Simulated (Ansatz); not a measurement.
# PbS, space group Aem2: a projected density of states

With the Ansatz DFT code, driven from Python.

The cells in order, each with its output:

```python
import ansatz as az
import numpy as np
from pymatgen.core import Lattice, Structure
from pymatgen.io.ase import AseAtomsAdaptor
```

```python
pmg_structure = Structure(
    Lattice([[11.29827708, 0.0, 0.0], [0.0, 3.00437503, 3.00618079], [0.0, -3.00437503, 3.00618079]]),
    ["Pb", "Pb", "S", "S"],
    [
        [0.6245814, 0.25663803, 0.75663803],
        [0.3754186, 0.75663803, 0.25663803],
        [0.61367525, 0.76436197, 0.26436197],
        [0.38632475, 0.26436197, 0.76436197],
    ],
)
system = az.Crystal.from_ase(AseAtomsAdaptor.get_atoms(pmg_structure))
```

```python
[site.symbol for site in system.resolved().sites]
```

    ['Pb', 'Pb', 'S', 'S']

```python
calculation = (
    system.calculation()
    .functional(az.Functional.R2SCAN)
    .kpoints(mesh=(2, 4, 4))  # the mesh must be finer for metals
    .occupations("fixed")
    .scf(extra_bands=14)
    .density_of_states(projected=True, method="smearing", broadening_width=0.15, energy_step=0.1)
)
history = []
result = calculation.session().plan().execute(on_event=lambda event: history.append(event["data"]["dr2_ev"]) if event["event"] == "scf_iter" else None)
report = result.report
```

    DeckWarning: basis.ecutwfc = 500 eV, auto-derived from the records' recommended cutoffs: set by Pb (their level for a meta-GGA)

```python
{key: value for key, value in report.items() if isinstance(value, (int, float)) and "ev" in key}
```

    {'gap_by_band_count_ev': 2.4046985425329606,
     'fermi_energy_ev': 1.3524729737804766,
     'harris_foulkes_ev': -25655.690446642227,
     'free_energy_ev': -25655.690446668974,
     'internal_energy_ev': -25655.690446668974,
     'lagrangian_ev': -25655.690446668974,
     'energy_sigma0_ev': -25655.690446668974,
     'lagrangian_sigma0_ev': -25655.690446668974,
     'entropy_ts_ev': 0.0,
     'loop_fermi_energy_ev': 1.3524729739008843,
     'occupations_fermi_energy_ev': 1.3524729737804766}

```python
type(result).__name__, type(report).__name__
```

    ('RunOutcome', 'dict')

```python
report["mixing_algorithm"], report["preconditioner"], report["eigensolver"]
```

    ('MSR1', 'Resta', 'band_cg')

```python
print("density residual by iteration (eV):", " ".join(f"{value:.1e}" for value in history[:40]))
```

    density residual by iteration (eV): 3.6e-02 6.9e-03 6.1e-04 6.8e-05 2.2e-06 9.2e-07 9.3e-09

```python
dos = result.density_of_states()
energy = np.asarray(dos.energies_ev) - dos.fermi_ev
curves = {}
for site in result.projected_density_of_states().sites:
    for shell in site.shells:
        weight = sum(np.sum(curve.g_bin_mean_per_ev, axis=0) for curve in shell.curves)
        name = f"{site.species} {shell.label}"
        curves[name] = curves.get(name, 0) + weight
```

```python
step = energy[1] - energy[0]
windows = [(-10, -5), (-5, 0), (0, 6)]
print("states by shell in windows of E - E_F (eV):", windows)
for name, g in curves.items():
    print(f"{name:8s}", " ".join(f"{step * g[(energy >= a) & (energy < b)].sum():8.3f}" for a, b in windows))
filled = (energy < 0) & (energy > -10)
for name, g in curves.items():
    if g[filled].sum() * step > 0.5:
        print(f"centre of {name}: {np.average(energy[filled], weights=g[filled]):.2f} eV")
```

    states by shell in windows of E - E_F (eV): [(-10, -5), (-5, 0), (0, 6)]
    Pb 6S       2.951    0.576    0.166
    Pb 6P       0.034    2.366    8.094
    Pb 5D       0.004    0.036    0.006
    S 3S        0.331    0.083    0.393
    S 3P        0.673    8.595    2.174
    centre of Pb 6S: -6.16 eV
    centre of Pb 6P: -2.13 eV
    centre of S 3P: -1.99 eV

What to keep in mind:
- Total energies depend on the potentials; only differences at equal settings carry meaning. A total without «per atom» is that of the cell as typed.
- Spin-orbit coupling, left out here, can change this gap by several tenths of an eV, and inverted bands can meet off the mesh.
- The cell holds layers, chains or clusters in vacuum, no bulk phase.
- Under fixed occupations the level called the Fermi level is the highest filled one on the SCF mesh; off the mesh a filled band can lie a little above it.
- The zero of the levels is a convention of the potentials, so an absolute Fermi energy is no work function.
- Points of the mesh across the vacuum add cost only.
- The crystal has a gap of about 2.40 eV on the mesh; any density of states at or just above the Fermi level is the tail of the broadening.
- The structure comes from a database of computed cells and needn't be a stable or known phase.
- Gaps and levels are Kohn-Sham values on a finite set of k-points, without spin-orbit coupling.
- Warnings are shown shortened and without file and line.
- Curves are summed over the cell's atoms. Only shells that the potentials hold have channels, so projections don't add up to the total, least of all where a shell is missing (p of most metals); heights and places of peaks move with the mesh.
- The density of states is complete only as far up as bands were computed.
- A band centre counts only the states inside the window taken.
- Hardware and time: 20 s on 1 thread of Intel(R) Xeon(R) Platinum 8259CL CPU @ 2.50GHz (Skylake/Cascade Lake), on a shared host, peak memory 0.82 GiB.
